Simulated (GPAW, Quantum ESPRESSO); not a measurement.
The Ga K edge of atom 1 in GaN (P6_3mc), with 1 N at 1.94 Å and 3 N at 1.95 Å (tetrahedral, site symmetry 3m), was computed in 2 ways: full core hole (charged cell) and no core hole. Program and functional: Quantum ESPRESSO XSpectra, LDA, Lorentzian half width 0.91 eV up to 4 eV, rising linearly to 1.75 eV at 25 eV (not a setting of the program: the run's 0.4 eV curve was folded afterwards with a further Lorentzian); cells of 4 and 12 atoms (the run without a hole in the smaller).

Each run is counted from its own lowest empty level or Fermi level and scaled to a mean of 1 over its first 20 eV. (XSpectra's own axis starts at xe0, in the gap; it has been shifted.)

| E (eV) | run 1 | run 2 |
| --- | --- | --- |
| -2.0 | 0.09 | 0.07 |
| -1.5 | 0.10 | 0.08 |
| -1.0 | 0.12 | 0.09 |
| -0.5 | 0.14 | 0.10 |
| 0.0 | 0.17 | 0.12 |
| 0.5 | 0.21 | 0.14 |
| 1.0 | 0.28 | 0.18 |
| 1.5 | 0.38 | 0.23 |
| 2.0 | 0.55 | 0.32 |
| 2.5 | 0.76 | 0.42 |
| 3.0 | 0.97 | 0.52 |
| 3.5 | 1.11 | 0.58 |
| 4.0 | 1.14 | 0.61 |
| 4.5 | 1.14 | 0.63 |
| 5.0 | 1.19 | 0.69 |
| 5.5 | 1.29 | 0.79 |
| 6.0 | 1.37 | 0.88 |
| 6.5 | 1.42 | 0.97 |
| 7.0 | 1.54 | 1.13 |
| 7.5 | 1.72 | 1.36 |
| 8.0 | 1.77 | 1.54 |
| 8.5 | 1.63 | 1.62 |
| 9.0 | 1.41 | 1.61 |
| 9.5 | 1.23 | 1.57 |
| 10.0 | 1.13 | 1.54 |
| 10.5 | 1.09 | 1.52 |
| 11.0 | 1.07 | 1.51 |
| 11.5 | 1.02 | 1.45 |
| 12.0 | 0.93 | 1.33 |
| 12.5 | 0.84 | 1.20 |
| 13.0 | 0.77 | 1.10 |
| 13.5 | 0.74 | 1.02 |
| 14.0 | 0.71 | 0.96 |
| 14.5 | 0.71 | 0.92 |
| 15.0 | 0.72 | 0.90 |
| 15.5 | 0.77 | 0.92 |
| 16.0 | 0.83 | 0.96 |
| 16.5 | 0.89 | 1.02 |
| 17.0 | 0.93 | 1.07 |
| 17.5 | 0.96 | 1.11 |
| 18.0 | 1.00 | 1.16 |
| 18.5 | 1.03 | 1.22 |
| 19.0 | 1.05 | 1.27 |
| 19.5 | 1.04 | 1.29 |
| 20.0 | 1.01 | 1.28 |
| 20.5 | 0.97 | 1.26 |
| 21.0 | 0.95 | 1.26 |
| 21.5 | 0.93 | 1.27 |
| 22.0 | 0.90 | 1.28 |
| 22.5 | 0.85 | 1.26 |
| 23.0 | 0.79 | 1.21 |
| 23.5 | 0.74 | 1.14 |
| 24.0 | 0.70 | 1.08 |
| 24.5 | 0.68 | 1.04 |
| 25.0 | 0.68 | 1.02 |
| 25.5 | 0.68 | 1.02 |
| 26.0 | 0.68 | 1.02 |
| 26.5 | 0.68 | 1.01 |
| 27.0 | 0.66 | 0.99 |
| 27.5 | 0.65 | 0.96 |
| 28.0 | 0.64 | 0.94 |
| 28.5 | 0.63 | 0.92 |
| 29.0 | 0.63 | 0.90 |
| 29.5 | 0.63 | 0.89 |
| 30.0 | 0.63 | 0.88 |
| 30.5 | 0.62 | 0.89 |
| 31.0 | 0.62 | 0.89 |
| 31.5 | 0.61 | 0.89 |
| 32.0 | 0.61 | 0.88 |

The database entry behind the starting cell differs from later determinations by our own check (about 0.3 % short, ideal inner coordinate), so it need not match the best structure at ambient conditions.

Q: Which run is which?

Run 1: full core hole (charged cell) (area from −2 to 6 eV 5.1, main maxima 7.8 eV (1.77) and 19.0 eV (1.05)). Run 2: no core hole (area from −2 to 6 eV 3.0, main maxima 8.8 eV (1.62) and 19.6 eV (1.29)). With each curve scaled to its own mean, the area from −2 to 6 eV with the hole is 5.1 against 3.0, and the centre of weight from −1 to 20 eV moves by -1.3 eV: the hole pulls the absorber's empty states down.

[Hosts, paths, dates, database ids (printed as entryN), source tags and the programs' standing remarks are cut or masked in the printed files.]

[Lists of maxima count a maximum above −3 eV only where it reaches 4 % of the highest in the window and stands out from its surroundings by 2 % of it (1.5 % where it reaches 55 %); shoulders and weaker maxima are passed over, and of the rest the first, up to two pre-edge ones and the few strongest are named.]
